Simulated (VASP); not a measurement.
## Al2O3 (Corundum): single point with PBE

The system is Al2O3 (Corundum).

```
CELL_PARAMETERS angstrom
2.38025 1.37424 4.33187
-2.38025 1.37424 4.33187
0.00000 -2.74848 4.33187
ATOMIC_POSITIONS crystal
Al 0.84599 0.85460 0.85394
Al 0.64743 0.64674 0.65242
Al 0.15459 0.15157 0.14030
Al 0.35126 0.35158 0.35801
O 0.06183 0.74433 0.44081
O 0.75639 0.44990 0.05702
O 0.45391 0.05282 0.75526
O 0.92325 0.25700 0.56371
O 0.24167 0.55529 0.95300
O 0.54961 0.95408 0.25041
```

The cell isn't the ideal one: atoms moved at random, drawn with an rms of 0.05 Å.

* Program: VASP 6.6.1
* Task: single point
* Functional: PBE
* Potentials or basis: VASP PAW PBE potentials, release 64 (Al, O)
* Cutoff: 520 eV
* k mesh: 7 × 7 × 7
* Occupations: fermi-dirac, width 0.05 eV
* Spin: no spin polarisation
* Further INCAR settings: ALGO = Normal; EDIFF = 1e-07; NBANDS = 35

* Pressure: 8.1 GPa
* Largest force: 1.311 eV/Å
* Band gap on the k mesh: 6.08 eV, direct

Forces on the atoms (eV/Å):
```
Al   0.399  0.127  0.502
Al  -0.293  0.012 -0.190
Al  -0.247 -0.917  0.183
Al   0.220  0.268 -0.151
O   -0.580  0.094  0.473
O   -0.177 -0.514 -0.924
O   -0.554  0.367 -1.130
O    0.959  0.323  0.391
O    0.007  0.766  0.486
O    0.267 -0.528  0.361
```

Stress tensor (GPa, compression positive):
```
 9.30  0.37 -0.82
 0.37  7.01 -0.64
-0.82 -0.64  7.86
```

Levels at points of the mesh, in eV from the valence-band top:
```
           k point  band 22  band 23  band 24  band 25  band 26  band 27
(0.00, 0.00, 0.00)    -0.26    -0.11     0.00     6.08     8.99    10.60
```

Run time: 8.9 min on 1 thread of Intel(R) Xeon(R) Platinum 8488C (Sapphire Rapids), with other jobs on the host, peak memory 0.48 GiB.

Caveat: an odd mesh through Γ misses points on the zone boundary, where band edges often lie.
